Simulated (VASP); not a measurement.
# InSb (F-43m) in VASP: further runs

Runs on InSb. Level: PBE. Tasks: relaxation of cell and atoms.

All numbers are computed with VASP 6.6.1; they aren't measurements. Logs are shortened: lines on timing, memory, paths and dates and some standing lists are left out, and cuts for length are marked.

**1. The structure**

Symmetry: F-43m, No. 216, cubic system. Conventional cell: a = 6.478 Å, b = 6.478 Å, c = 6.478 Å, α = 90.00°, β = 90.00°, γ = 90.00°. In (site symmetry -43m) has 4 Sb at 2.81 Å as nearest neighbours. Around Sb (site symmetry -43m) lie 4 In at 2.81 Å.

**2. Relaxation of cell and atoms, PBE, non-collinear spin, zero start, spin-orbit coupling**

INCAR reads:

```
PREC     = Accurate       # precision mode
ENCUT    = 520            # plane-wave cutoff, eV
EDIFF    = 1E-7           # SCF threshold, eV
ISMEAR   = 0              # smearing method
SIGMA    = 0.02           # smearing width, eV
LREAL    = False          # projectors in reciprocal space
LASPH    = True           # aspherical terms in the spheres
NELM     = 60             # most SCF steps
ALGO     = Normal         # electronic algorithm
ISIF     = 3              # what is computed and relaxed
LWAVE    = False          # write WAVECAR
LCHARG   = False          # write CHGCAR
MAGMOM   = 0 0 0 0 0 0    # initial moments
LORBIT   = 11             # projections on sites
LSORBIT  = True           # spin-orbit coupling
GGA_COMPAT= False        
GGA      = PE             # functional
IBRION   = 2              # ionic algorithm
NSW      = 80             # ionic steps
EDIFFG   = -0.002         # ionic threshold
KPAR     = 4
```

KPOINTS reads:

```
regular mesh
0
Gamma
  8 8 8
```

POSCAR reads:

```
InSb
1.0
    0.0000000000      3.2391000000      3.2391000000
    3.2391000000      0.0000000000      3.2391000000
    3.2391000000      3.2391000000      0.0000000000
In Sb
1 1
Direct
    0.0000000000      0.0000000000      0.0000000000
    0.2500000000      0.2500000000      0.2500000000
```

Potentials or basis: VASP PAW PBE potentials, release 64 (In_d, Sb).

Launch:

```
$ cat potpaw_PBE.64/In_d/POTCAR potpaw_PBE.64/Sb/POTCAR > POTCAR
$ mpirun -np 4 vasp_ncl > vasp.out
```

OUTCAR:

```text
PREC = Accurate
   ENCUT = 520
   EDIFF = 1E-7
   ISMEAR = 0
   LREAL = False
   LASPH = True
   NELM = 60
   ISIF = 3
   LORBIT = 11
   LSORBIT = True
   GGA = PE
   IBRION = 2
   NSW = 80
   EDIFFG = -0.002

 ion  position               nearest neighbor table
   1  0.000  0.000  0.000-   2 2.81   2 2.81   2 2.81   2 2.81
   2  0.250  0.250  0.250-   1 2.81   1 2.81   1 2.81   1 2.81

  LATTYP: Found a face centered cubic cell.
 ALAT       =     6.4782000000

  Lattice vectors:

 A1 = (   0.0000000000,   3.2391000000,   3.2391000000)
 A2 = (   3.2391000000,   0.0000000000,   3.2391000000)
 A3 = (   3.2391000000,   3.2391000000,   0.0000000000)

Analysis of symmetry for initial positions (statically):
=====================================================================
 Subroutine PRICEL returns:
 Original cell was already a primitive cell.

 Routine SETGRP: Setting up the symmetry group for a
 face centered cubic supercell.

 Subroutine GETGRP returns: Found 24 space group operations
 (whereof 24 operations were pure point group operations)
 out of a pool of 48 trial point group operations.

The static configuration has the point symmetry T_d .

Analysis of symmetry for dynamics (positions and initial velocities):
=====================================================================
 Subroutine PRICEL returns:
 Original cell was already a primitive cell.

 Routine SETGRP: Setting up the symmetry group for a
 face centered cubic supercell.

 Subroutine GETGRP returns: Found 24 space group operations
 (whereof 24 operations were pure point group operations)
 out of a pool of 48 trial point group operations.

The dynamic configuration has the point symmetry T_d .

Analysis of structural, dynamic, and magnetic symmetry:
=====================================================================
 Subroutine PRICEL returns:
 Original cell was already a primitive cell.

 Routine SETGRP: Setting up the symmetry group for a
 face centered cubic supercell.

 Subroutine GETGRP returns: Found 24 space group operations
 (whereof 24 operations were pure point group operations)
 out of a pool of 48 trial point group operations.

The overall configuration has the point symmetry T_d .

 Subroutine INISYM returns: Found 24 space group operations
 (whereof 24 operations are pure point group operations),
 and found     1 'primitive' translations

[... 161 lines left out ...]
      3      -9.9704      1.00000
      4      -9.9704      1.00000
      5      -9.1619      1.00000
      6      -9.1619      1.00000
[... 852 lines left out ...]
 number of electron      18.0000008 magnetization      -0.0000000     -0.0000000      0.0000000

 number of electron      18.0000008 magnetization       0.0000000      0.0000000     -0.0000000

 Free energy of the ion-electron system (eV)
  ---------------------------------------------------
  ext. energy  EPLUGINS =         0.00000000
  ---------------------------------------------------
  free energy    TOTEN  =        -7.05067925 eV

  energy without entropy =       -7.05063518  energy(sigma->0) =       -7.05065722

 E-fermi :   4.6029     XC(G=0):  -8.3771

 val. band max:        4.6029175436   @ k =   0.0000   0.0000   0.0000
 cond. band min:       4.6029176359   @ k =   0.0000   0.0000   0.0000
 fundamental gap:      0.0000000923
 Fermi energy:         4.6029175897

 k-point     1 :       0.0000    0.0000    0.0000
  band No.  band energies     occupation
      1     -10.5769      1.00000
      2     -10.5769      1.00000
      3     -10.5769      1.00000
      4     -10.5769      1.00000
      5      -9.7576      1.00000
      6      -9.7576      1.00000
[... 716 lines left out ...]
  FREE ENERGIE OF THE ION-ELECTRON SYSTEM (eV)
  ---------------------------------------------------
  free  energy   TOTEN  =        -7.0506792549 eV

  energy  without entropy=       -7.0506351776  energy(sigma->0) =       -7.05065722

 reached required accuracy - stopping structural energy minimisation

 Spin-Orbit-Coupling matrix elements

 Ion:    1  E_soc:     -0.0740156
 l=   1
     0.0000000    -0.0059764    -0.0059764
    -0.0059764     0.0000000    -0.0059764
    -0.0059764    -0.0059764     0.0000000
 l=   2
     0.0000000    -0.0012550     0.0000000    -0.0012550    -0.0051046
    -0.0012550     0.0000000    -0.0038284    -0.0012550    -0.0012761
     0.0000000    -0.0038284     0.0000000    -0.0038284     0.0000000
    -0.0012550    -0.0012550    -0.0038284     0.0000000    -0.0012761
    -0.0051046    -0.0012761     0.0000000    -0.0012761     0.0000000
 l=   3
     0.0000000     0.0000000     0.0000000     0.0000000     0.0000000     0.0000000     0.0000000
     0.0000000     0.0000000     0.0000000     0.0000000     0.0000000     0.0000000     0.0000000
     0.0000000     0.0000000     0.0000000     0.0000000     0.0000000     0.0000000     0.0000000
     0.0000000     0.0000000     0.0000000     0.0000000     0.0000000     0.0000000     0.0000000
     0.0000000     0.0000000     0.0000000     0.0000000     0.0000000     0.0000000     0.0000000
     0.0000000     0.0000000     0.0000000     0.0000000     0.0000000     0.0000000     0.0000000
     0.0000000     0.0000000     0.0000000     0.0000000     0.0000000     0.0000000     0.0000000

 Ion:    2  E_soc:     -0.1334071
 l=   1
     0.0000000    -0.0221554    -0.0221554
    -0.0221554     0.0000000    -0.0221554
    -0.0221554    -0.0221554     0.0000000
 l=   2
     0.0000000    -0.0000307     0.0000000    -0.0000307    -0.0000484
    -0.0000307     0.0000000    -0.0000363    -0.0000307    -0.0000121
     0.0000000    -0.0000363     0.0000000    -0.0000363     0.0000000
    -0.0000307    -0.0000307    -0.0000363     0.0000000    -0.0000121
    -0.0000484    -0.0000121     0.0000000    -0.0000121     0.0000000
 l=   3
     0.0000000     0.0000000     0.0000000     0.0000000     0.0000000     0.0000000     0.0000000
     0.0000000     0.0000000     0.0000000     0.0000000     0.0000000     0.0000000     0.0000000
     0.0000000     0.0000000     0.0000000     0.0000000     0.0000000     0.0000000     0.0000000
     0.0000000     0.0000000     0.0000000     0.0000000     0.0000000     0.0000000     0.0000000
     0.0000000     0.0000000     0.0000000     0.0000000     0.0000000     0.0000000     0.0000000
     0.0000000     0.0000000     0.0000000     0.0000000     0.0000000     0.0000000     0.0000000
     0.0000000     0.0000000     0.0000000     0.0000000     0.0000000     0.0000000     0.0000000

 total charge

# of ion       s       p       d       tot
------------------------------------------
    1        0.876   0.652   9.859  11.387
    2        1.143   1.297   0.017   2.457
--------------------------------------------------
tot          2.019   1.949   9.876  13.844

 magnetization (x)

# of ion       s       p       d       tot
------------------------------------------
    1        0.000  -0.000   0.000  -0.000
    2       -0.000   0.000   0.000   0.000
--------------------------------------------------
tot         -0.000  -0.000   0.000  -0.000

 magnetization (y)

# of ion       s       p       d       tot
------------------------------------------
    1        0.000  -0.000   0.000  -0.000
    2        0.000   0.000   0.000   0.000
--------------------------------------------------
tot          0.000  -0.000   0.000  -0.000

 magnetization (z)

# of ion       s       p       d       tot
------------------------------------------
    1        0.000   0.000  -0.000   0.000
    2       -0.000   0.000   0.000  -0.000
--------------------------------------------------
tot         -0.000   0.000   0.000   0.000
```

It took 2 min on 4 MPI ranks of Intel Xeon 6975P-C (Granite Rapids), shared host; peak memory 0.47 GiB.

What came out:

```yaml
Free_energy: -7.0507 eV
Relaxed_volume: 36.54 Å³/atom
Relaxed_cell: a = 4.693 Å, b = 4.693 Å, c = 4.693 Å, α = 60.00°, β = 60.00°, γ = 60.00°
Space_group_after_relaxing_to_0.05_Å: F-43m (No. 216)
Energy_gained_by_relaxing: 23.5 meV/atom
Ionic_steps: 5
Pressure_after_relaxing: 0.0 GPa
Net_moment: 0.00 μB per cell
Valence_electrons_inside_the_program's_atomic_spheres: In 11.39; Sb 2.46
```

Step by step:
```tsv
step	energy change (eV)	largest force (eV/Å)	pressure (GPa)	volume (Å³)
1	0.0000	0.0000	3.16	67.97
2	-0.0427	0.0000	-0.79	74.78
3	-0.0470	0.0000	0.01	73.07
4	-0.0470	0.0000	-0.04	73.17
5	-0.0470	0.0000	0.00	73.09
```

Final structure:
```
In Sb
1.0
     0.00000    3.31846    3.31846
     3.31846    0.00000    3.31846
     3.31846    3.31846    0.00000
In Sb
1 1
Direct
  0.00000 0.00000 0.00000
  0.25000 0.25000 0.25000
```

Moments on the atoms (μB; x, y, z):
```
In  0.00 0.00 0.00
Sb  0.00 0.00 0.00
```

**3. Relaxation of cell and atoms, PBE, non-collinear spin, zero start, spin-orbit coupling**

This run uses another cell than the first one, of 36.54 Å³/atom, 1.075 times its volume.

INCAR is that of step 2.

KPOINTS is that of step 2.

POSCAR reads:

```
InSb                                    
1.0
    0.0000000000      3.3184559660      3.3184559660
    3.3184559660      0.0000000000      3.3184559660
    3.3184559660      3.3184559660      0.0000000000
  In              Sb            
     1     1
Direct
     1.0000000000000000    0.0000000000000000    1.0000000000000000
     0.2500000000000000    0.2500000000000000    0.2500000000000000
```

Potentials or basis: VASP PAW PBE potentials, release 64 (In_d, Sb).

Launch:

```
$ cat potpaw_PBE.64/In_d/POTCAR potpaw_PBE.64/Sb/POTCAR > POTCAR
$ mpirun -np 4 vasp_ncl > vasp.out
```

OUTCAR:

```text
PREC = Accurate
   ENCUT = 520
   EDIFF = 1E-7
   ISMEAR = 0
   LREAL = False
   LASPH = True
   NELM = 60
   ISIF = 3
   LORBIT = 11
   LSORBIT = True
   GGA = PE
   IBRION = 2
   NSW = 80
   EDIFFG = -0.002

 ion  position               nearest neighbor table
   1  0.000  0.000  0.000-   2 2.87   2 2.87   2 2.87   2 2.87
   2  0.250  0.250  0.250-   1 2.87   1 2.87   1 2.87   1 2.87

  LATTYP: Found a face centered cubic cell.
 ALAT       =     6.6369119320

  Lattice vectors:

 A1 = (   0.0000000000,   3.3184559660,   3.3184559660)
[... 966 lines left out ...]
    -0.0000307    -0.0000307    -0.0000363     0.0000000    -0.0000121
    -0.0000484    -0.0000121     0.0000000    -0.0000121     0.0000000
 l=   3
     0.0000000     0.0000000     0.0000000     0.0000000     0.0000000     0.0000000     0.0000000
     0.0000000     0.0000000     0.0000000     0.0000000     0.0000000     0.0000000     0.0000000
     0.0000000     0.0000000     0.0000000     0.0000000     0.0000000     0.0000000     0.0000000
     0.0000000     0.0000000     0.0000000     0.0000000     0.0000000     0.0000000     0.0000000
     0.0000000     0.0000000     0.0000000     0.0000000     0.0000000     0.0000000     0.0000000
     0.0000000     0.0000000     0.0000000     0.0000000     0.0000000     0.0000000     0.0000000
     0.0000000     0.0000000     0.0000000     0.0000000     0.0000000     0.0000000     0.0000000

 total charge

# of ion       s       p       d       tot
------------------------------------------
    1        0.876   0.652   9.859  11.387
    2        1.143   1.297   0.017   2.457
--------------------------------------------------
tot          2.019   1.949   9.877  13.844

 magnetization (x)

# of ion       s       p       d       tot
------------------------------------------
    1       -0.000  -0.000  -0.000  -0.000
    2        0.000  -0.000  -0.000  -0.000
--------------------------------------------------
tot         -0.000  -0.000  -0.000  -0.000

 magnetization (y)

# of ion       s       p       d       tot
------------------------------------------
    1        0.000  -0.000   0.000   0.000
    2        0.000   0.000   0.000   0.000
--------------------------------------------------
tot          0.000   0.000   0.000   0.000

 magnetization (z)

# of ion       s       p       d       tot
------------------------------------------
    1        0.000   0.000  -0.000   0.000
    2        0.000  -0.000   0.000   0.000
--------------------------------------------------
tot          0.000   0.000  -0.000   0.000
```

OSZICAR:

```text
N       E                     dE             d eps       ncg     rms          rms(c)
DAV:   1     0.140842635654E+03    0.14084E+03   -0.76626E+03  2236   0.137E+03
DAV:   2     0.526895292858E+01   -0.13557E+03   -0.13221E+03  2358   0.340E+02
DAV:   3    -0.667398821569E+01   -0.11943E+02   -0.11823E+02  2924   0.119E+02
DAV:   4    -0.712372810657E+01   -0.44974E+00   -0.44854E+00  2556   0.260E+01
DAV:   5    -0.715138428079E+01   -0.27656E-01   -0.27654E-01  3582   0.558E+00    0.405E+00
DAV:   6    -0.705926509426E+01    0.92119E-01   -0.16434E-01  3080   0.695E+00    0.233E+00
DAV:   7    -0.704953231905E+01    0.97328E-02   -0.68200E-02  3398   0.242E+00    0.129E+00
DAV:   8    -0.705020222387E+01   -0.66990E-03   -0.29878E-03  2552   0.470E-01    0.486E-01
DAV:   9    -0.705099468265E+01   -0.79246E-03   -0.26844E-03  2752   0.717E-01    0.136E-01
DAV:  10    -0.705133591967E+01   -0.34124E-03   -0.36325E-04  2494   0.247E-01    0.462E-02
DAV:  11    -0.705147728295E+01   -0.14136E-03   -0.18391E-04  2350   0.801E-02    0.188E-02
DAV:  12    -0.705148303986E+01   -0.57569E-05   -0.10131E-05  3086   0.324E-02    0.147E-02
DAV:  13    -0.705148342665E+01   -0.38679E-06   -0.43552E-07  2426   0.684E-03    0.945E-03
DAV:  14    -0.705148367279E+01   -0.24614E-06   -0.91624E-07  1986   0.685E-03    0.206E-03
DAV:  15    -0.705148387079E+01   -0.19800E-06   -0.43815E-08  1934   0.245E-03    0.169E-03
DAV:  16    -0.705148388252E+01   -0.11733E-07   -0.12902E-08  1230   0.144E-03
   1 F= -.70514839E+01 E0= -.70514618E+01  d E =-.705148E+01  mag=    -0.0000     0.0000     0.0000
```

It took 36 s on 4 MPI ranks of Intel Xeon 6975P-C (Granite Rapids), shared host; peak memory 0.47 GiB.

Results:

```
Free energy                                           : -7.0515 eV
Pressure after relaxing                               : 0.0 GPa
Net moment                                            : 0.00 μB per cell
Valence electrons inside the program's atomic spheres : In 11.39; Sb 2.46
```

Final structure:
```xyz
2
Lattice="0.0000 3.3185 3.3185 3.3185 0.0000 3.3185 3.3185 3.3185 0.0000" Properties=species:S:1:pos:R:3 pbc="T T T"
In    0.0000    0.0000    0.0000
Sb    1.6592    1.6592    1.6592
```

Moments on the atoms (μB; x, y, z):
```
In  0.00 0.00 0.00
Sb  0.00 0.00 0.00
```

Caveat: the relaxation stopped at its first step, so nothing moved.
